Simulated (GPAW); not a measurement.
# ZrB2 (P6/mmm) in GPAW: single point with PBE+U

Aim: the single point of ZrB2 with PBE+U.

Everything below comes from runs of GPAW 26.7.0. Logs are shortened: lines on timing, memory, paths and dates and some standing lists are left out, and cuts for length are marked. The log counts tension as positive stress, the text compression.

### 1 The crystal as given

The structure is hexagonal, space group P6/mmm (No. 191). The conventional cell has a = 3.170 Å, b = 3.170 Å, c = 3.533 Å, α = 90.00°, β = 90.00°, γ = 120.00°. Around Zr (site symmetry 6/mmm) lie 12 B at 2.54 Å. B (site symmetry -6m2) has 3 B at 1.83 Å as nearest neighbours.

### 2 Single point, PBE+U

run.py

```python
from ase.dft.bandgap import bandgap
from ase.io import read, write
from ase.units import GPa
from gpaw import GPAW, PW

atoms = read('POSCAR')

calc = GPAW(mode=PW(650),
            xc='PBE',
            kpts={'size': (8, 8, 6), 'gamma': True},
            occupations={'name': 'fermi-dirac', 'width': 0.05},
            setups={'Zr': ':d,3.0'},
            nbands=20,
            maxiter=120,
            txt='gpaw.txt')
atoms.calc = calc
energy = atoms.get_potential_energy()
forces = atoms.get_forces()
stress = atoms.get_stress()
calc.write('gs.gpw')
write('result.traj', atoms)
print(f'Energy: {energy:.6f} eV')
print('Forces (eV/A):')
print(forces.round(4))
print('Stress (GPa):', (stress / GPa).round(3))
print('Fermi level:', round(calc.get_fermi_level(), 4), 'eV')
print(f'Gap: {bandgap(calc)[0]:.4f} eV, direct: {bandgap(calc, direct=True)[0]:.4f} eV')
```

POSCAR

```
ZrB2
1.0
    3.1700000000      0.0000000000      0.0000000000
   -1.5850000000      2.7453005300      0.0000000000
    0.0000000000      0.0000000000      3.5330000000
Zr B
1 2
Direct
    0.0000000000      0.0000000000      0.0000000000
    0.6666666667      0.3333333333      0.5000000000
    0.3333333333      0.6666666667      0.5000000000
```

Potentials or basis: GPAW PAW data sets (gpaw-data 1.2.1), pw.

Launch:

```sh
$ OMP_NUM_THREADS=1 python run.py
```

gpaw.txt:

```text
__  _  _
 | _ |_)|_||  |
 |__||  | ||/\| - 26.7.0

Input parameters:
  mode=PW(ecut=650.0),
  kpts=MonkhorstPack(size=(8, 8, 6), gamma=True),
  maxiter=120,
  nbands=20,
  occupations=Occupations(name='fermi-dirac', width=0.05),
  setups={'Zr': ':d,3.0'},
  xc=XC(name='PBE')

Diagonalizing LCAO Hamiltonian
Converting LCAO to pw mode

         B  B

       Zr

Atoms  # Å, Bohr magnetons
|   | symbol |         x |        y |        z |    initial magnetic moments |
|---|--------|-----------|----------|----------|-----------------------------|
| 0 |     Zr |  0.000000 | 0.000000 | 0.000000 | ( 0.0000,  0.0000,  0.0000) |
| 1 |      B |  1.585000 | 0.915100 | 1.766500 | ( 0.0000,  0.0000,  0.0000) |
| 2 |      B | -0.000000 | 1.830200 | 1.766500 | ( 0.0000,  0.0000,  0.0000) |

Unit cell  # Å
| periodic |         x |        y |        z |  lengths |     angles |
|----------|-----------|----------|----------|----------|------------|
|      yes |  3.170000 | 0.000000 | 0.000000 | 3.170000 |  90.000000 |
|      yes | -1.585000 | 2.745301 | 0.000000 | 3.170000 |  90.000000 |
|      yes |  0.000000 | 0.000000 | 3.533000 | 3.533000 | 120.000000 |

Number of symmetries: 24
Symmetry operations  # r_c * U_cc + t_c -> r_c
|    | kind |            matrix            |
|----|------|------------------------------|
|  0 |  σ   |  1, 1, 0,  0,-1, 0,  0, 0, 1 |
|  1 |  C2  |  1, 1, 0,  0,-1, 0,  0, 0,-1 |
|  2 |  C6  |  1, 1, 0, -1, 0, 0,  0, 0, 1 |
|  3 |  S6  |  1, 1, 0, -1, 0, 0,  0, 0,-1 |
|  4 |  E   |  1, 0, 0,  0, 1, 0,  0, 0, 1 |
|  5 |  σ   |  1, 0, 0,  0, 1, 0,  0, 0,-1 |
|  6 |  σ   |  1, 0, 0, -1,-1, 0,  0, 0, 1 |
|  7 |  C2  |  1, 0, 0, -1,-1, 0,  0, 0,-1 |
|  8 |  σ   |  0, 1, 0,  1, 0, 0,  0, 0, 1 |
|  9 |  C2  |  0, 1, 0,  1, 0, 0,  0, 0,-1 |
| 10 |  C3  |  0, 1, 0, -1,-1, 0,  0, 0, 1 |
| 11 |  S3  |  0, 1, 0, -1,-1, 0,  0, 0,-1 |
| 12 |  C6  |  0,-1, 0,  1, 1, 0,  0, 0, 1 |
| 13 |  S6  |  0,-1, 0,  1, 1, 0,  0, 0,-1 |
| 14 |  σ   |  0,-1, 0, -1, 0, 0,  0, 0, 1 |
| 15 |  C2  |  0,-1, 0, -1, 0, 0,  0, 0,-1 |
| 16 |  σ   | -1, 0, 0,  1, 1, 0,  0, 0, 1 |
| 17 |  C2  | -1, 0, 0,  1, 1, 0,  0, 0,-1 |
| 18 |  C2  | -1, 0, 0,  0,-1, 0,  0, 0, 1 |
| 19 |  i   | -1, 0, 0,  0,-1, 0,  0, 0,-1 |
| 20 |  C3  | -1,-1, 0,  1, 0, 0,  0, 0, 1 |
| 21 |  S3  | -1,-1, 0,  1, 0, 0,  0, 0,-1 |
| 22 |  σ   | -1,-1, 0,  0, 1, 0,  0, 0, 1 |
| 23 |  C2  | -1,-1, 0,  0, 1, 0,  0, 0,-1 |

BZ-sampling:
  Number of BZ points: 384
  Number of IBZ points: 40

  Monkhorst-Pack size: [8, 8, 6]
  Monkhorst-Pack shift: [0.0625, 0.0625, 0.08333333333333333]

K-points  # in reciprocal-cell coordinates
|     |                                coordinates |     weight |
|-----|--------------------------------------------|------------|
|   0 | (  0.00000000,   0.00000000,   0.00000000) | 0.00260417 |
|   1 | (  0.00000000,   0.00000000,   0.16666667) | 0.00520833 |
|   2 | (  0.00000000,   0.00000000,   0.33333333) | 0.00520833 |
|   3 | (  0.00000000,   0.00000000,   0.50000000) | 0.00260417 |
|   4 | (  0.12500000,   0.00000000,   0.00000000) | 0.01562500 |
|   5 | (  0.12500000,   0.00000000,   0.16666667) | 0.03125000 |
|   6 | (  0.12500000,   0.00000000,   0.33333333) | 0.03125000 |
|   7 | (  0.12500000,   0.00000000,   0.50000000) | 0.01562500 |
|   8 | (  0.25000000,  -0.12500000,   0.00000000) | 0.01562500 |
|   9 | (  0.25000000,  -0.12500000,   0.16666667) | 0.03125000 |
| ... |                                            |            |
|  39 | (  0.50000000,   0.50000000,   0.50000000) | 0.00781250 |

Plane wave coefficients: 1202
Cutoff: 650.0 eV

Spin-components: 1 (collinear spins)
Bands:           20
Projectors:      16
Spin-degeneracy: 2
Datatype:        complex128

Parallelization:
  kpt:    1
  domain: 1
  band:   1

Density:
  Valence electrons: 18.0
  Components: 1
  Grid points: [20 20 21]
  Charge: 0.0  # |e|

Potential:
  Grid points: [20 20 21]

species:
  Zr:
    name:    Zirconium
    Z:       40.0
    valence: 12
    core:    28
    charge:  0.0  # [|e|]
    Hubbard: {U: 3.0,  # eV
              l: 2,
              scale: True}
    compensation charges:
      type: gauss
      rc: 0.40  # [Å]
      lmax: 2
    cutoffs:
      filter: 2.39  # [Å]
      core: 1.59  # [Å]
    projectors
    | kind |    occ | energy [eV] | rcut [Å] |
    |------|--------|-------------|----------|
    |   4s |  2.000 |     -54.478 |    1.323 |
    |   5s |  2.000 |      -4.438 |    1.323 |
    |   4p |  6.000 |     -32.467 |    1.334 |
    |   5p |  0.000 |      -1.470 |    1.334 |
    |   4d |  2.000 |      -3.600 |    1.244 |
    |    d |        |      23.611 |    1.244 |

    Using partial waves for Zr as LCAO basis

  B:
    name:    Boron
    Z:       5.0
    valence: 3
    core:    2
    charge:  0.0  # [|e|]
    compensation charges:
      type: gauss
      rc: 0.20  # [Å]
      lmax: 2
    cutoffs:
      filter: 1.14  # [Å]
      core: 1.38  # [Å]
    projectors
    | kind |    occ | energy [eV] | rcut [Å] |
    |------|--------|-------------|----------|
    |   2s |  2.000 |      -9.443 |    0.635 |
    |   2p |  1.000 |      -3.606 |    0.635 |
    |    s |        |      17.768 |    0.635 |
    |    p |        |      23.605 |    0.635 |
    |    d |        |       0.000 |    0.635 |

    Using partial waves for B as LCAO basis

Reference energy: -99232.550370  # eV

eigensolver:
  PPCG
  Converge bands: occupied
  niter=2

density mixing:
  MSR1-Mixer
  Pratt-step length: 0.05
  Maximum mixing coefficient: 0.75
  Old densities: 10
  SVD Regularization: 0.005
  Good broyden scale: 1.0
  Trust region scale: 1.0
  Backstep threshold: 4.0
  History deletion threshold: 6.0
  Fourier metric: weight=20.0, sigma=0.015

occupation numbers:
  Fermi-Dirac:
    width: 0.0500  # eV

poisson solver:
  ecut: 5200.0  # eV

xc functional:
  name: PBE with 2 nearest neighbor stencil

convergence criteria:
- Maximum [total energy] change in last 3 cyles: 0.0005 eV / valence electron
- Maximum integral of absolute [dens]ity change: 0.0001 electrons / valence electron
- Maximum integral of absolute [eigenst]ate change: 4e-08 eV^2 / valence electron
maximum number of iterations: 120

SCF iterations
|iter     | |      energy | eigst |  dens |
|---------|-|-------------|-------|-------|
|iter:   1| |  -22.952199 | +0.26 |       |
|iter:   2| |  -22.549442 | -1.73 | -0.93 |
|iter:   3| |  -21.287239 | -0.92 | -0.98 |
|iter:   4| |  -21.293218 | -2.75 | -1.71 |
|iter:   5| |  -21.299287 | -3.56 | -2.04 |
|iter:   6| |  -21.299459c| -4.70 | -2.85 |
|iter:   7| |  -21.299466c| -6.54 | -3.82 |
|iter:   8| |  -21.299467c| -7.49c| -4.25c|

Converged in 8 steps
Energy contributions relative to reference atoms: (reference = -99232.550370)

Energy contributions:
  Kinetic:          16.513470
  Coulomb:         -16.037833
  Zero:              0.393731
  External:          0.000000
  Xc:              -22.167687
  Entropy:          -0.002294
  Spinorbit:         0.000000
  ----------------------------
  Free energy:     -21.300614
  Extrapolated:    -21.299467

dipole moment: (-5.780294, -10.011763, -12.884403)  # |e|*Ang

Fermi level: 12.542
Eigenvalues  # (at kpt = [0.000, 0.000, 0.000])
| band index |      eig [eV] | occ [0-2] |
|------------|---------------|-----------|
|          0 |       -37.166 |     2.000 |
|          1 |       -15.313 |     2.000 |
|          2 |       -14.767 |     2.000 |
|          3 |       -14.767 |     2.000 |
|          4 |        -0.629 |     2.000 |
|          5 |         9.683 |     2.000 |
[... 9 lines left out ...]
|         15 |        17.261 |     0.000 |
|         16 |        19.967 |     0.000 |
|        ... |               |           |
|         19 |        31.846 |     0.000 |

No gap
No difference between direct/indirect transitions

Forces  # eV/Ang
|        x |        y |       z |
|----------|----------|---------|
|  0.00000 |  0.00000 | 0.00000 |  # Zr   0
| -0.00000 |  0.00000 | 0.00000 |  # B    1
|  0.00000 | -0.00000 | 0.00000 |  # B    2

Stress tensor  # eV/Ang^3
|         x |         y |         z |
|-----------|-----------|-----------|
| -0.034933 |  0.000000 |  0.000000 |
|  0.000000 | -0.034933 |  0.000000 |
|  0.000000 |  0.000000 | -0.046689 |

# Writing to gs.gpw (mode='')
```

Run time: 16 s. Hardware: 1 thread of Arm Neoverse V1, shared host; peak memory 0.16 GiB.

What came out:

* Free energy: -21.3006 eV
* Pressure: 6.2 GPa
* Band gap on the k mesh: none (metal or under the smearing width)

Caveat: the cutoff is short for stress and forces, so pressures can be off by a GPa or more; U without spin polarisation on a metal has little footing; the U is typed as a test and isn't derived for this compound.
